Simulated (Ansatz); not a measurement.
# InSe: the cost of one run

Program: Ansatz 0.2.0. Level of theory: DFT PBE+D3(BJ), scalar-relativistic, plane waves, PAW. These are calculated values, not measurements.

A COD entry behind a cell of this session may itself be a prediction, so a difference from it is no test against experiment.

11 further runs of the same task are left out: 11 set aside as unsound or not needed.

## Step 1: The system as given

Symmetry: R3m, No. 160, trigonal system. Conventional cell: a = 4.037 Å, b = 4.037 Å, c = 24.905 Å, α = 90.00°, β = 90.00°, γ = 120.00°. In (site symmetry 3m) is surrounded by 3 Se at 2.66 Å and 1 In at 2.79 Å. Around Se (site symmetry 3m) lie 3 In at 2.66 Å.

Coordinates:

```cif
data_structure
_symmetry_space_group_name_H-M 'P 1'
_symmetry_Int_Tables_number 1
_cell_length_a 8.6225
_cell_length_b 8.6225
_cell_length_c 8.6225
_cell_angle_alpha 27.074
_cell_angle_beta 27.074
_cell_angle_gamma 27.074
_cell_volume 117.14
loop_
_atom_site_label
_atom_site_type_symbol
_atom_site_fract_x
_atom_site_fract_y
_atom_site_fract_z
_atom_site_occupancy
In1 In 0.00004 0.00004 0.00004 1
In2 In 0.11219 0.11219 0.11219 1
Se1 Se 0.61513 0.61513 0.61513 1
Se2 Se 0.83035 0.83035 0.83035 1
```

This cell was relaxed beforehand with the same method: volume 29.29 Å³/atom, gap on the mesh 0.30 eV.

## Step 2: Setting up the map

Atoms count from 1 in the order of the input.

The upper layer of a bilayer is slid over the lower one; relaxed at each slide: nothing; the origin of the map has Se5 above Se4; the distance between the facing planes is held at 3.71 Å.

The axes are (1) slide of the upper layer along the first cell vector, from Se5 above Se4: 9 values from 0.000 to 0.889, periodic; (2) slide of the upper layer along the second cell vector, from Se5 above Se4: 9 values from 0.000 to 0.889, periodic.

Nothing else is relaxed. Points are written as (first, second).

The two vectors of the plane (Å): (4.027, 0.000, 0.000); (-2.013, 3.487, 0.000).

## Step 3: Point (0/9, 0/9) of the map's two axes

A dipole layer in the vacuum cancels the field that periodic copies would set up if the slab's two faces differ.

File input.yaml:

```yaml
crystal:
  lattice:
    - [4.0266104195, 0.0, 0.0]
    - [-2.0133052098, 3.4871469144, 0.0]
    - [0.0, 0.0, 28.2707101099]
  atoms:
    - { symbol: Se, position: [0.0, 0.0, 0.1591753438] }
    - { symbol: In, position: [0.6666666667, 0.3333333333, 0.2049979929] }
    - { symbol: In, position: [0.6666666667, 0.3333333333, 0.3038451626] }
    - { symbol: Se, position: [0.0, 0.0, 0.3496677309] }
    - { symbol: Se, position: [0.0, 0.0, 0.4808989587] }
    - { symbol: In, position: [-0.6666666667, -0.3333333333, 0.5267216079] }
    - { symbol: In, position: [-0.6666666667, -0.3333333333, 0.6255687776] }
    - { symbol: Se, position: [0.0, 0.0, 0.6713913459] }
basis:
  ecutwfc: 420
kpoints:
  mp_grid: { grid: [9, 9, 1] }
hamiltonian:
  xc: pbe
  pseudopotentials: { kind: paw, azcp: { folder: soft_1 } }
  dispersion: d3bj
scf:
  occupations: { method: gaussian, width: 0.05 }
output:
  forces: true
  eigenvalues: true
efield:
  axis: 3
  dipole_correction: true
  ramp_width: 0.04
```

Command:

```
> ansatz run input.yaml --threads 4 --pin off --max-ram 12288MiB --backend cpu --events-out ev --progress --plain --runs-dir out
```

Q: Estimate wall time and peak memory on 4 threads of Arm Neoverse V2, shared host.

About 9.3 s, with a peak of 0.97 GiB.
